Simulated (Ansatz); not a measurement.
# Iridium, fcc under PBEsol: from relaxation to bulk modulus

The plan for iridium in the fcc structure: relax it, solve it on a dense k-mesh, switch on spin-orbit coupling, then scale the cell to 7 volumes from 88 to 112 % of the relaxed one and try a fit of the equation of state. The start is ferromagnetic. The k-meshes are 14×14×14 for the relaxation; 23×23×23 for the dense run; 14×14×14 for spin-orbit coupling; 23×23×23 for the volumes. It starts from a deposited cell (COD).

Program: Ansatz 0.2.0. Level of theory: DFT PBEsol, plane waves (420 eV) with PAW, scalar-relativistic; PBE-made PAW files. These are calculated values, not measurements.

### 1 The starting structure

It takes space group Fm-3m (No. 225, cubic). The conventional cell has a = 3.839 Å, b = 3.839 Å, c = 3.839 Å, α = 90.00°, β = 90.00°, γ = 90.00°. Around Ir (site symmetry m-3m) lie 12 Ir at 2.71 Å.

Coordinates:

```cif
data_structure
_symmetry_space_group_name_H-M 'P 1'
_symmetry_Int_Tables_number 1
_cell_length_a 2.7149
_cell_length_b 2.7149
_cell_length_c 2.7149
_cell_angle_alpha 60.000
_cell_angle_beta 60.000
_cell_angle_gamma 60.000
_cell_volume 14.15
loop_
_atom_site_label
_atom_site_type_symbol
_atom_site_fract_x
_atom_site_fract_y
_atom_site_fract_z
_atom_site_occupancy
Ir1 Ir 0.00000 0.00000 0.00000 1
```

Starting moments (μB): +1.

### 2 Geometry optimisation

input.yaml

```yaml
crystal:
  lattice:
    - [0.0, 1.9197, 1.9197]
    - [1.9197, 0.0, 1.9197]
    - [1.9197, 1.9197, 0.0]
  atoms:
    - { symbol: Ir, position: [0.0, 0.0, 0.0], spin: 1.0 }
hamiltonian:
  xc: pbesol
  pseudopotentials:
    kind: paw
    azcp:
      Ir: "pseudopotentials/Ir.paw.azcp"
basis:
  ecutwfc: 420
  fft_grid_basis: typed
kpoints:
  mp_grid: { grid: [14, 14, 14], shift: [0, 0, 0] }
magnetization:
  spin_polarized: true
scf:
  occupations: { method: fermi_dirac, width: 0.05 }
relax:
  max_steps: 60
  f_tol: 0.01
  cell: {}
```

Log:

```text
Warning: <dir> the record states the generating functional pbe (its physics header spells it `PBE`), which answers neither for hamiltonian.xc's functional nor for the pbesol family's — results may be inconsistent (PPs are generated against a specific XC)
Warning: RAYON_NUM_THREADS=4 ignored (pool sized by the plan → 4); use --threads N
Engine: ansatz 0.2.0, aarch64-unknown-linux-gnu
Pseudopotentials: kind: paw
Pseudopotential: Ir, paw, valence charge 17, recommended cutoff 420 eV (normal), <dir>
Functional definition: PBEsol
  exchange = pbesol_x
  correlation = pbesol_c
Crystal: 1 atoms, lattice volume = 14.149 Å³
Basis set: ecut = 420 eV, 283 PW (Γ), exchange–correlation on 40×40×40 points (8 copies of the dense FFT grid, shifted against one another)
Bands: 13, of which v1, the nominal top of the filled ones, is band 9 counted from 1 (8 counted from 0)
Symmetry: 48 space group operations
Space group: Fm-3m (ITA 225), of the structure as read, at distance tolerance 2.4e-5 Å
Magnetic group: BNS 225.116 (UNI 1618), of the structure as read, at distance tolerance 2.4e-5 Å
k-points: 104 of 2744
Non-local potential: Ir, projectors of the file, l = 0: 3, l = 1: 2, l = 2: 2, l = 3: 1
PAW form: soft (Blöchl's): semilocal exchange-correlation on the pseudo side does not see the compensation charge
PAW frozen core: Ir, regenerated for the run's functional, and the local potential with it (the file was generated under x = pbe(κ = 0.804, μ = 0.2195149727645171), c = pbe(β = 0.06672455060314922))
PAW one-centre angular grid: Ir, 590 points (default); XC on 64 Gauss nodes
Initial density: superposition of atomic densities (chi_scale 0.1, normalization cell)
Starting moments: Σ|m| = 1 μB on 1 of 1 site
Initial wavefunctions: pseudopotential atomic-orbital guess
Functional: x = pbesol(κ = 0.804, μ = 0.12345679012345678), c = pbesol(β = 0.046)
iter 1 solved again at ethr=2.48e-3 eV; its pass at ethr=3.10e-3 eV (dr2=4.22e-1 eV) is discarded
SCF iter   1: F=—  HF=-11798.914960 eV  |F-HF|=—  |Δ(HF+E_count)|=         —  Δρ=4.34e-2 (↑4.34e-2 ↓2.76e-2)  dr2=4.25e-1  dr2_m=5.35e-2  M=0.505 μB ∫|m|=0.514 μB  β_m=0.30  ethr=2.48e-3  ⟨swp⟩=1.0  Hψ=17775  notcnv=0
Mixer restart at iter 1: flushing history
preconditioner: auto → none  [metal: Δε(μ)=0.005 eV  Ē_g=14.052 eV  σ=0.050 eV  W_gap=0.02  n_scr=0 (ndim 8)  ℏωp=29.6 eV  f_vac=0.000  D(μ)=1.15/eV (n_scr^D=14)]
SCF iter   2: F=—  HF=-11798.779901 eV  |F-HF|=—  |Δ(HF+E_count)|=   1.35e-1  Δρ=2.59e-2 (↑2.59e-2 ↓1.76e-2)  dr2=6.50e-2  dr2_m=3.63e-2  M=0.454 μB ∫|m|=0.465 μB  β_m=0.41  ethr=2.48e-3  ⟨swp⟩=2.8  Hψ=4402  notcnv=0
SCF iter   3: F=—  HF=-11799.009572 eV  |F-HF|=—  |Δ(HF+E_count)|=         —  Δρ=2.98e-2 (↑2.87e-2 ↓2.98e-2)  dr2=3.11e-3  dr2_m=1.08e-1  M=0.087 μB ∫|m|=0.089 μB  β_m=0.41  ethr=3.82e-4  ⟨swp⟩=2.2  Hψ=4697  notcnv=0  defer=1
Mixer restart at iter 3: flushing history
SCF iter   4: F=—  HF=-11799.018283 eV  |F-HF|=—  |Δ(HF+E_count)|=   8.71e-3  Δρ=1.91e-2 (↑1.79e-2 ↓1.91e-2)  dr2=1.13e-3  dr2_m=4.34e-2  M=0.063 μB ∫|m|=0.064 μB  β_m=0.71  ethr=1.83e-5  ⟨swp⟩=2.2  Hψ=4341  notcnv=0  defer=1
SCF iter   5: F=—  HF=-11799.029043 eV  |F-HF|=—  |Δ(HF+E_count)|=   1.08e-2  Δρ=1.24e-3 (↑9.80e-4 ↓1.24e-3)  dr2=4.54e-5  dr2_m=1.28e-4  M=0.005 μB ∫|m|=0.006 μB  β_m=0.82  ethr=6.65e-6  ⟨swp⟩=2.1  Hψ=5158  notcnv=0  defer=2
SCF iter   6: F=—  HF=-11799.029083 eV  |F-HF|=—  |Δ(HF+E_count)|=   4.08e-5  Δρ=1.52e-4 (↑1.52e-4 ↓1.32e-4)  dr2=9.04e-6  dr2_m=2.94e-7  M=-0.000 μB ∫|m|=0.000 μB  β_m=0.75  ethr=2.67e-7  ⟨swp⟩=2.2  Hψ=4118  notcnv=0  defer=2
SCF iter   7: F=—  HF=-11799.029079 eV  |F-HF|=—  |Δ(HF+E_count)|=   4.20e-6  Δρ=7.79e-5 (↑5.14e-5 ↓7.79e-5)  dr2=1.61e-6  dr2_m=1.31e-7  M=-0.000 μB ∫|m|=0.000 μB  β_m=0.62  ethr=5.32e-8  ⟨swp⟩=2.1  Hψ=4129  notcnv=0  defer=2
SCF iter   8: F=—  HF=-11799.029080 eV  |F-HF|=—  |Δ(HF+E_count)|=   3.42e-7  Δρ=3.24e-5 (↑2.48e-5 ↓3.24e-5)  dr2=3.42e-7  dr2_m=2.01e-8  M=-0.000 μB ∫|m|=0.000 μB  β_m=0.81  ethr=9.46e-9  ⟨swp⟩=2.4  Hψ=3730  notcnv=0  defer=2
SCF iter   9: F=—  HF=-11799.029080 eV  |F-HF|=—  |Δ(HF+E_count)|=   1.04e-7  Δρ=6.56e-6 (↑5.74e-6 ↓6.56e-6)  dr2=1.64e-8  dr2_m=7.62e-10  M=-0.000 μB ∫|m|=0.000 μB  β_m=0.89  ethr=2.01e-9  ⟨swp⟩=2.2  Hψ=3742  notcnv=0  defer=2
SCF iter  10: F=—  HF=-11799.029080 eV  |F-HF|=—  |Δ(HF+E_count)|=   5.12e-9  Δρ=6.39e-7 (↑6.39e-7 ↓5.60e-7)  dr2=1.52e-10  dr2_m=5.74e-12  M=-0.000 μB ∫|m|=0.000 μB  β_m=0.94  ethr=9.63e-11  ⟨swp⟩=2.1  Hψ=3762  notcnv=0  defer=2
SCF iter  11: F=-11799.029080 eV  HF=-11799.029080 eV  |F-HF|=0.00e0  |Δ(HF+E_count)|=  5.82e-11  Δρ=4.37e-8 (↑4.37e-8 ↓3.18e-8)  dr2=2.80e-13  dr2_m=1.69e-14  M=-0.000 μB ∫|m|=0.000 μB  ethr=1.00e-12  ⟨swp⟩=1.0  Hψ=7577  notcnv=0
WARN: the starting moments were not kept: the SCF closed with an absolute magnetisation of 7.8e-8 μB, where they sum to 1 μB in size (1 site). That is at most 0.1 of that sum. Measured as dr2_m measures the in/out step, that magnetisation stands 1.4e-15 eV from none, at or under the dr2_threshold of 1.0e-7 eV: it is no larger than a step whose dr2_m would equal this threshold. The system may hold no moment; this SCF shows only that its start led to no more than that. To try another start: raise the starting moments (crystal.atoms[].spin, magnetization.per_species, magnetization.initial_magnetization, or on a non-collinear deck that types none of these the spinor_matrix: blocks that start its atoms; where the total moment is fixed, keep their sum and leave initial_magnetization as it is; typed ones take the place of any that the run laid by itself, positive ones on a crystal's lanthanoids without a Hubbard term where scf.initial_density.shell_occupations: [] is typed) or, if the notice of its spin-set hold's release reads "site moments contracting" or "site moments show no strong build", lengthen the hold (scf.mixing.spin_hold: { on: { confirm: 4 } }; for m-r²SCAN on two components see the key's manual first). Each may lead to a state that holds a moment. A second SCF, from the converged charge density, with the starting moments and any scf.initial_density.shell_occupations laid on it anew, would have followed, and was not run: the deck does not ask for one (magnetization.retry_lost_moments is false, the default). To let it run, set magnetization.retry_lost_moments: true and run the deck again, where that key's refused combinations let it; where memory then withholds it, that run's warning says so.
SCF 1 converged in 11 iterations: F = -11799.029080 eV  dr2 = 2.80e-13
relax step   1: F+E_penalty+E_count = -11799.02907971 eV  Δ(F+E_penalty+E_count) = +0.000e0 eV  max|allowed force component| = 0.000e0 eV/Å  Δτ_max = 0.0000 Å  P = -2.477 GPa  Ω = 14.149 Å³  (11 SCF iters, dr2 threshold 1.00e-7 eV, accepted)
Crystal: 1 atoms, lattice volume = 13.890 Å³
Initial density: handed on by an earlier stage of this run
Starting moments: Σ|m| = 1 μB on 1 of 1 site; this step starts from the density that it was given
Initial wavefunctions: those handed on with the density
iter 1 solved again at ethr=2.46e-6 eV; its pass at ethr=3.10e-3 eV (dr2=4.18e-4 eV) is discarded
SCF iter   1: F=—  HF=-11799.026957 eV  |F-HF|=—  |Δ(HF+E_count)|=         —  Δρ=1.05e-3 (↑1.05e-3 ↓9.36e-4)  dr2=3.92e-4  dr2_m=1.65e-5  M=0.011 μB ∫|m|=0.011 μB  β_m=0.65  ethr=2.46e-6  ⟨swp⟩=1.3  Hψ=17783  notcnv=0
preconditioner: auto → none  [metal: Δε(μ)=0.004 eV  Ē_g=14.436 eV  σ=0.050 eV  W_gap=0.02  n_scr=0 (ndim 8)  ℏωp=29.9 eV  f_vac=0.000  D(μ)=1.41/eV (n_scr^D=14)]
SCF iter   2: F=—  HF=-11799.027034 eV  |F-HF|=—  |Δ(HF+E_count)|=   7.67e-5  Δρ=6.65e-4 (↑4.63e-4 ↓6.65e-4)  dr2=7.73e-5  dr2_m=1.89e-5  M=0.005 μB ∫|m|=0.005 μB  β_m=0.40  ethr=2.31e-6  ⟨swp⟩=2.0  Hψ=3801  notcnv=0
SCF iter   3: F=—  HF=-11799.027115 eV  |F-HF|=—  |Δ(HF+E_count)|=   8.14e-5  Δρ=3.76e-4 (↑3.46e-4 ↓3.76e-4)  dr2=6.65e-6  dr2_m=1.33e-5  M=0.004 μB ∫|m|=0.004 μB  β_m=0.70  ethr=4.54e-7  ⟨swp⟩=2.4  Hψ=3904  notcnv=0
SCF iter   4: F=—  HF=-11799.027420 eV  |F-HF|=—  |Δ(HF+E_count)|=         —  Δρ=2.26e-4 (↑8.86e-5 ↓2.26e-4)  dr2=6.63e-6  dr2_m=2.08e-6  M=0.001 μB ∫|m|=0.001 μB  β_m=0.70  ethr=3.91e-8  ⟨swp⟩=2.0  Hψ=4325  notcnv=0
Mixer restart at iter 4: flushing history
SCF iter   5: F=—  HF=-11799.027453 eV  |F-HF|=—  |Δ(HF+E_count)|=   3.32e-5  Δρ=9.05e-5 (↑5.66e-5 ↓9.05e-5)  dr2=5.93e-7  dr2_m=4.26e-7  M=0.000 μB ∫|m|=0.000 μB  β_m=0.84  ethr=3.90e-8  ⟨swp⟩=2.1  Hψ=3937  notcnv=0
SCF iter   6: F=—  HF=-11799.027470 eV  |F-HF|=—  |Δ(HF+E_count)|=   1.70e-5  Δρ=5.27e-5 (↑3.49e-5 ↓5.27e-5)  dr2=1.02e-6  dr2_m=1.73e-8  M=0.000 μB ∫|m|=0.000 μB  β_m=0.76  ethr=3.49e-9  ⟨swp⟩=2.1  Hψ=3579  notcnv=0
SCF iter   7: F=—  HF=-11799.027473 eV  |F-HF|=—  |Δ(HF+E_count)|=   3.18e-6  Δρ=1.20e-5 (↑1.20e-5 ↓6.22e-6)  dr2=3.26e-8  dr2_m=3.00e-9  M=-0.000 μB ∫|m|=0.000 μB  β_m=0.88  ethr=3.49e-9  ⟨swp⟩=2.0  Hψ=4166  notcnv=0
iter 8 did not close the SCF: its close was put off for a magnetic moment that had not settled (scf_convergence_deferred on its scf_iter line)
SCF iter   8: F=-11799.027474 eV  HF=-11799.027474 eV  |F-HF|=4.72e-9  |Δ(HF+E_count)|=   3.47e-7  Δρ=4.00e-6 (↑4.00e-6 ↓3.09e-6)  dr2=6.32e-9  dr2_m=3.73e-11  M=-0.000 μB ∫|m|=0.000 μB  β_m=0.92  ethr=1.92e-10  ⟨swp⟩=2.0  Hψ=8957  notcnv=0
SCF iter   9: F=-11799.027474 eV  HF=-11799.027474 eV  |F-HF|=4.37e-11  |Δ(HF+E_count)|=   2.26e-9  Δρ=3.36e-7 (↑3.36e-7 ↓3.27e-7)  dr2=5.52e-11  dr2_m=6.08e-13  M=0.000 μB ∫|m|=0.000 μB  ethr=3.72e-11  ⟨swp⟩=1.6  Hψ=7492  notcnv=0
the starting moments were not kept: the SCF closed with an absolute magnetisation of 8.9e-7 μB, where they sum to 1 μB in size (1 site). That is at most 0.1 of that sum. Measured as dr2_m measures the in/out step, that magnetisation stands 2.1e-13 eV from none, at or under the dr2_threshold of 1.0e-7 eV: it is no larger than a step whose dr2_m would equal this threshold.
SCF 2 converged in 9 iterations: F = -11799.027474 eV  dr2 = 5.52e-11
relax step   2: F+E_penalty+E_count = -11799.02747370 eV  Δ(F+E_penalty+E_count) = +1.606e-3 eV  max|allowed force component| = 0.000e0 eV/Å  Δτ_max = 0.0000 Å  P = +4.737 GPa  Ω = 13.890 Å³  energy of the carried Pulay correction = +1.109e-4 eV  (9 SCF iters, dr2 threshold 1.00e-7 eV, rejected (line search))
Crystal: 1 atoms, lattice volume = 14.059 Å³
iter 1 solved again at ethr=9.01e-7 eV; its pass at ethr=3.10e-3 eV (dr2=1.53e-4 eV) is discarded
SCF iter   1: F=—  HF=-11799.029606 eV  |F-HF|=—  |Δ(HF+E_count)|=         —  Δρ=6.66e-4 (↑6.66e-4 ↓6.28e-4)  dr2=1.72e-4  dr2_m=6.70e-6  M=-0.007 μB ∫|m|=0.007 μB  β_m=0.65  ethr=9.01e-7  ⟨swp⟩=2.1  Hψ=17814  notcnv=0
preconditioner: auto → none  [metal: Δε(μ)=0.005 eV  Ē_g=14.327 eV  σ=0.050 eV  W_gap=0.03  n_scr=0 (ndim 8)  ℏωp=29.7 eV  f_vac=0.000  D(μ)=1.46/eV (n_scr^D=14)]
SCF iter   2: F=—  HF=-11799.029641 eV  |F-HF|=—  |Δ(HF+E_count)|=   3.50e-5  Δρ=4.44e-4 (↑3.08e-4 ↓4.44e-4)  dr2=3.51e-5  dr2_m=8.47e-6  M=-0.004 μB ∫|m|=0.004 μB  β_m=0.40  ethr=9.01e-7  ⟨swp⟩=2.1  Hψ=4015  notcnv=0
SCF iter   3: F=—  HF=-11799.029676 eV  |F-HF|=—  |Δ(HF+E_count)|=   3.49e-5  Δρ=2.49e-4 (↑2.31e-4 ↓2.49e-4)  dr2=3.00e-6  dr2_m=5.95e-6  M=-0.003 μB ∫|m|=0.003 μB  β_m=0.70  ethr=2.06e-7  ⟨swp⟩=2.3  Hψ=3864  notcnv=0
SCF iter   4: F=—  HF=-11799.029810 eV  |F-HF|=—  |Δ(HF+E_count)|=   1.35e-4  Δρ=1.54e-4 (↑6.08e-5 ↓1.54e-4)  dr2=2.98e-6  dr2_m=1.01e-6  M=-0.000 μB ∫|m|=0.000 μB  β_m=0.85  ethr=1.76e-8  ⟨swp⟩=2.0  Hψ=4318  notcnv=0
SCF iter   5: F=—  HF=-11799.029832 eV  |F-HF|=—  |Δ(HF+E_count)|=   2.17e-5  Δρ=3.16e-5 (↑1.97e-5 ↓3.16e-5)  dr2=3.45e-7  dr2_m=9.56e-9  M=-0.000 μB ∫|m|=0.000 μB  β_m=0.92  ethr=1.75e-8  ⟨swp⟩=2.1  Hψ=3919  notcnv=0
SCF iter   6: F=—  HF=-11799.029834 eV  |F-HF|=—  |Δ(HF+E_count)|=   2.12e-6  Δρ=1.81e-5 (↑1.03e-5 ↓1.81e-5)  dr2=1.02e-7  dr2_m=3.88e-9  M=-0.000 μB ∫|m|=0.000 μB  β_m=0.96  ethr=2.03e-9  ⟨swp⟩=2.1  Hψ=3733  notcnv=0
SCF iter   7: F=—  HF=-11799.029835 eV  |F-HF|=—  |Δ(HF+E_count)|=   5.25e-7  Δρ=3.23e-7 (↑3.23e-7 ↓2.43e-7)  dr2=3.44e-11  dr2_m=2.41e-12  M=-0.000 μB ∫|m|=0.000 μB  β_m=0.98  ethr=6.00e-10  ⟨swp⟩=2.0  Hψ=4179  notcnv=0
SCF iter   8: F=—  HF=-11799.029835 eV  |F-HF|=—  |Δ(HF+E_count)|=  1.91e-10  Δρ=3.69e-8 (↑3.69e-8 ↓2.87e-8)  dr2=3.81e-13  dr2_m=2.00e-14  M=-0.000 μB ∫|m|=0.000 μB  β_m=0.99  ethr=1.00e-12  ⟨swp⟩=2.0  Hψ=4012  notcnv=0
SCF iter   9: F=-11799.029835 eV  HF=-11799.029835 eV  |F-HF|=7.28e-12  |Δ(HF+E_count)|=  5.46e-12  Δρ=2.64e-8 (↑2.40e-8 ↓2.64e-8)  dr2=3.33e-13  dr2_m=4.44e-16  M=0.000 μB ∫|m|=0.000 μB  ethr=1.00e-12  ⟨swp⟩=3.0  Hψ=9279  notcnv=0
the starting moments were not kept: the SCF closed with an absolute magnetisation of 1.5e-8 μB, where they sum to 1 μB in size (1 site). That is at most 0.1 of that sum. Measured as dr2_m measures the in/out step, that magnetisation stands 7.0e-17 eV from none, at or under the dr2_threshold of 1.0e-11 eV: it is no larger than a step whose dr2_m would equal this threshold.
SCF 3 converged in 9 iterations: F = -11799.029835 eV  dr2 = 3.33e-13
relax step   3: F+E_penalty+E_count = -11799.02983471 eV  Δ(F+E_penalty+E_count) = -7.550e-4 eV  max|allowed force component| = 0.000e0 eV/Å  Δτ_max = 0.0000 Å  P = -0.060 GPa  Ω = 14.059 Å³  energy of the carried Pulay correction = +3.832e-5 eV  (9 SCF iters, accepted)
[... 11 lines left out ...]
relax step   4: F+E_penalty+E_count = -11799.02983608 eV  Δ(F+E_penalty+E_count) = -1.369e-6 eV  max|allowed force component| = 0.000e0 eV/Å  Δτ_max = 0.0000 Å  P = +0.001 GPa  Ω = 14.057 Å³  energy of the carried Pulay correction = +3.928e-5 eV  (5 SCF iters, dr2 threshold 9.11e-9 eV, accepted)
Initial wavefunctions: pseudopotential atomic-orbital guess (no wavefunctions were taken with the density)
iter 1 solved again at ethr=1.65e-8 eV; its pass at ethr=3.10e-3 eV (dr2=2.81e-6 eV) is discarded
SCF iter   1: F=—  HF=-11799.029801 eV  |F-HF|=—  |Δ(HF+E_count)|=         —  Δρ=9.02e-6 (↑9.02e-6 ↓9.02e-6)  dr2=1.24e-8  dr2_m=1.45e-12  M=0.000 μB ∫|m|=0.000 μB  β_m=0.65  ethr=1.65e-8  ⟨swp⟩=3.1  Hψ=21202  notcnv=0
SCF iter   2: F=—  HF=-11799.029799 eV  |F-HF|=—  |Δ(HF+E_count)|=   1.43e-6  Δρ=3.41e-6 (↑3.41e-6 ↓3.34e-6)  dr2=2.48e-9  dr2_m=5.65e-13  M=0.000 μB ∫|m|=0.000 μB  β_m=0.43  ethr=7.32e-11  ⟨swp⟩=2.0  Hψ=4492  notcnv=0
SCF iter   3: F=—  HF=-11799.029799 eV  |F-HF|=—  |Δ(HF+E_count)|=  6.55e-10  Δρ=2.24e-6 (↑2.24e-6 ↓2.20e-6)  dr2=5.00e-10  dr2_m=3.14e-13  M=0.000 μB ∫|m|=0.000 μB  β_m=0.71  ethr=1.46e-11  ⟨swp⟩=2.3  Hψ=3638  notcnv=0
SCF iter   4: F=—  HF=-11799.029799 eV  |F-HF|=—  |Δ(HF+E_count)|=   2.08e-9  Δρ=2.19e-7 (↑2.19e-7 ↓1.94e-7)  dr2=2.26e-11  dr2_m=3.42e-14  M=0.000 μB ∫|m|=0.000 μB  β_m=0.86  ethr=2.94e-12  ⟨swp⟩=2.0  Hψ=3620  notcnv=0
SCF iter   5: F=—  HF=-11799.029799 eV  |F-HF|=—  |Δ(HF+E_count)|=  2.13e-10  Δρ=4.99e-8 (↑4.94e-8 ↓4.99e-8)  dr2=7.28e-13  dr2_m=9.92e-17  M=-0.000 μB ∫|m|=0.000 μB  β_m=0.93  ethr=1.00e-12  ⟨swp⟩=2.4  Hψ=3512  notcnv=0
SCF iter   6: F=-11799.029799 eV  HF=-11799.029799 eV  |F-HF|=7.28e-12  |Δ(HF+E_count)|=  1.64e-11  Δρ=4.44e-8 (↑4.44e-8 ↓4.12e-8)  dr2=1.01e-12  dr2_m=5.37e-16  M=-0.000 μB ∫|m|=0.000 μB  ethr=1.00e-12  ⟨swp⟩=3.1  Hψ=9756  notcnv=0
the starting moments were not kept: the SCF closed with an absolute magnetisation of 3.5e-8 μB, where they sum to 1 μB in size (1 site). That is at most 0.1 of that sum. Measured as dr2_m measures the in/out step, that magnetisation stands 5.5e-16 eV from none, at or under the dr2_threshold of 1.0e-11 eV: it is no larger than a step whose dr2_m would equal this threshold.
SCF 5 converged in 6 iterations: F = -11799.029799 eV  dr2 = 1.01e-12
relax step   5: F+E_penalty+E_count = -11799.02979920 eV  Δ(F+E_penalty+E_count) = +3.689e-5 eV  max|allowed force component| = 0.000e0 eV/Å  Δτ_max = 0.0000 Å  P = +0.006 GPa  Ω = 14.057 Å³  stress off target by 5.67e-3 GPa  SCF on the basis re-selected at this cell (its energy is not comparable with the rows above)  (6 SCF iters)
basis re-selected at this cell: Δ(F+E_penalty+E_count) = +3.689e-5 eV, ΔP = +0.005 GPa vs the last step (what re-selecting the basis moved, of the pressure what is left beyond the Pulay correction that the steps carried, after the strain that the cell walked since its last selection, with what the two solves' SCF thresholds leave and, on support functions, any second-order correction that the steps lacked; it is no measure of the basis error at this ecutwfc). This SCF's stress stands 5.67e-3 GPa from its target on what of the cell is left free (relax.cell.stress_tol is 5.00e-2 GPa) and its largest allowed force component is 0.00e0 eV/Å (relax.f_tol is 1.00e-2 eV/Å): within both
SCF converged after 6 iterations
Magnetization: -0.0000 μB (8.5000 up, 8.5000 down)
Absolute magnetization: 0.0000 μB (∫|ρ↑−ρ↓|, with the PAW one-centre terms)
Spin contamination: 0.0000 ħ² per cell (⟨S²⟩ above its minimum at these occupations)
Per-site moments (μB) at R_I (Å): [(-3.3626717525677336e-8, 1.1174449369779538)]
Free energy (F): -11799.029799 eV
Harris-Foulkes:  -11799.029799 eV  (|F-HF|=7.28e-12)
Internal energy: -11799.018573 eV  (E = F + TS)
E sigma→0 (E₀):  -11799.024186 eV
Entropy (-TS):   -0.011227 eV (-11.227 meV/atom)
Fermi energy:    25.753115 eV
--- Per-component energies (eV) ---
  E_band       = -82.469303
  E_kinetic    = 623.450767
  E_local      = -1058.655389  (includes V_loc(G=0)·N_el)
  E_nonlocal   = 75.801479
  E_hartree    = 405.673206
  E_xc         = -266.668146
  E_vxc        = -299.919607  (∫ρ·V_xc dr)
  E_paw        = -9088.717268  (= ΣΔE_a)
  E_vpaw       = -234.492977  (= ΣTr[D̂ρ^β])
  E_aug_tail   = 0.000051  (compensation charges beyond the density's cutoff)
  E_ewald      = -2490.168558
  E_core_change = 0.265285  (= ΣΔE_core)
  E_smearing   = -0.011227  (= −TS)
  E_closure    = -0.000000  (closes the sum)
  Σ components = -11799.029799   (vs F -11799.029799, Δ=0.00e0)
--- Forces (eV/Å), atoms counted from 1 ---
  atom   1  Ir    -0.00000000     0.00000000     0.00000000
  max |Σ_I F_I| component: 2.16e-32 eV/Å
--- Stress (GPa, compression-positive) ---
        0.005665      -0.000000      -0.000000
       -0.000000       0.005665      -0.000000
       -0.000000      -0.000000       0.005665
  P = ⅓ Tr σ = 0.0057 GPa (0.057 kbar)
--- Relaxed structure (4 steps of the walk, 3 accepted, 1 SCFs on fresh bases) ---
  F+E_penalty+E_count = -11799.02979920 eV   max|allowed force component| = 0.000e0 eV/Å   (the final SCF, on the basis selected at the relaxed cell)
  cell:  # Å, volume = 14.0570 Å³
    - [-2.5476860164477963e-35, 1.9155221637325706, 1.9155221637325706]
    - [1.9155221637325706, -6.369215041119534e-36, 1.9155221637325706]
    - [1.9155221637325706, 1.9155221637325706, 4.649526980017225e-34]
  atoms:
    - { symbol: Ir, position: [0.0, 0.0, 0.0] }
```

Wall time 4.8 s (4 threads of an Arm CPU, shared host); peak memory 0.29 GiB.

Step by step:

```csv
step,energy change (meV/atom),largest force (eV/Å),pressure (GPa),volume (Å³/atom),accepted
1,0.00,0.0000,-2.48,14.149,yes
2,1.61,0.0000,4.74,13.890,no
3,-0.76,0.0000,-0.06,14.059,yes
4,-0.76,0.0000,0.00,14.057,yes
5,-0.72,0.0000,0.01,14.057,yes
```

Steps that repeat a cell are solved on a basis chosen anew, so their changes of energy are no gain of the relaxation.

The cell of the run, before and after:

|  | before | after | change |
| --- | --- | --- | --- |
| a (Å) | 2.715 | 2.709 | -0.2 % |
| b (Å) | 2.715 | 2.709 | -0.2 % |
| c (Å) | 2.715 | 2.709 | -0.2 % |
| volume (Å³/atom) | 14.149 | 14.057 | -0.7 % |
| shortest distance (Å) | 2.715 | 2.709 | -0.2 % |
| space group (spins left aside) | Fm-3m | Fm-3m | same |

[end of part 1 of 2]
